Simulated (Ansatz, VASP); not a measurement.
**Ti3HN3 in VASP and in Ansatz**

```
N Ti H
1.0
     3.00286    0.00000    0.00000
    -1.50143    2.60055    0.00000
     0.00000    0.00000   21.55415
N Ti H
3 3 1
Direct
  0.33333 0.66667 0.18558
  0.00000 0.00000 0.29933
  0.66667 0.33333 0.41473
  0.66667 0.33333 0.24245
  0.33333 0.66667 0.35751
  0.00000 0.00000 0.46646
  0.66667 0.33333 0.51988
```

Alike in both runs: functional PBE; k mesh 9 × 9 × 1; occupations gaussian, width 0.1 eV; no spin polarisation.

Ansatz relaxed the structure, and its values are those at the end. VASP's run is a single point on that final structure, the one shown.

```csv
,VASP,Ansatz
version,VASP 6.6.1,Ansatz 0.2.0
potentials or method,"VASP PAW PBE potentials, release 64 (N, Ti_sv, H)","scalar-relativistic, plane waves, PAW"
plane-wave cutoff (eV),520,420
valence electrons in the cell,52,52
```

|  | VASP | Ansatz | Ansatz less VASP |
| --- | --- | --- | --- |
| gap on the k mesh at the Fermi level (eV) | none | none | - |
| rms of the force components (eV/Å) | 1.600 | 1.603 | +0.0036 |

A gap of «none» marks a metal or a gap that the smearing closes. Ansatz warned: «vacuum_below_fermi».
